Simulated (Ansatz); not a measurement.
# ZnAu: the cost of one run

Method: DFT PBE, scalar-relativistic, plane waves, PAW, in Ansatz 0.2.0.

1 further run of the same task is left out (set aside as unsound or not needed).

**1. The structure to begin with**

The structure is tetragonal, space group P4/mmm (No. 123). The conventional cell has a = 2.877 Å, b = 2.877 Å, c = 3.525 Å, α = 90.00°, β = 90.00°, γ = 90.00°. Zn (site symmetry 4/mmm) has 8 Pt at 2.69 Å and 4 Zn at 2.88 Å as nearest neighbours. Pt (site symmetry 4/mmm) has 8 Zn at 2.69 Å and 4 Pt at 2.88 Å as nearest neighbours.

Coordinates:

```cif
data_structure
_symmetry_space_group_name_H-M 'P4/mmm'
_symmetry_Int_Tables_number 123
_cell_length_a 2.8773
_cell_length_b 2.8773
_cell_length_c 3.5253
_cell_angle_alpha 90.000
_cell_angle_beta 90.000
_cell_angle_gamma 90.000
_cell_volume 29.19
loop_
_atom_site_label
_atom_site_type_symbol
_atom_site_symmetry_multiplicity
_atom_site_Wyckoff_symbol
_atom_site_fract_x
_atom_site_fract_y
_atom_site_fract_z
_atom_site_occupancy
Zn1 Zn 1 d 0.50000 0.50000 0.50000 1
Pt1 Pt 1 a 0.00000 0.00000 0.00000 1
```

It is the result of an earlier relaxation at this level (volume 14.59 Å³/atom; gap on the mesh: none (metal)).

**2. Swap Pt → Au**

The start of ZnAu: fractional positions of relaxed ZnPt, cell scaled by 1.000, a guess from tabulated radii.

**3. A first look at the start (ZnAu)**

File input.yaml:

```yaml
crystal:
  lattice:
    - [2.877316803, 0.0, 0.0]
    - [0.0, 2.877316803, 0.0]
    - [0.0, 0.0, 3.5253218539]
  atoms:
    - { symbol: Zn, position: [0.5, 0.5, 0.5] }
    - { symbol: Au, position: [0.0, 0.0, 0.0] }
basis:
  ecutwfc: 420
kpoints:
  mp_grid: { grid: [6, 6, 6] }
hamiltonian:
  xc: pbe
scf:
  occupations: { method: gaussian, width: 0.1 }
output:
  forces: true
  stress: true
  eigenvalues: true
```

Q: Estimate wall time and peak memory on 1 thread of an Arm CPU, shared host.

About 1.1 s, with a peak of 0.29 GiB.
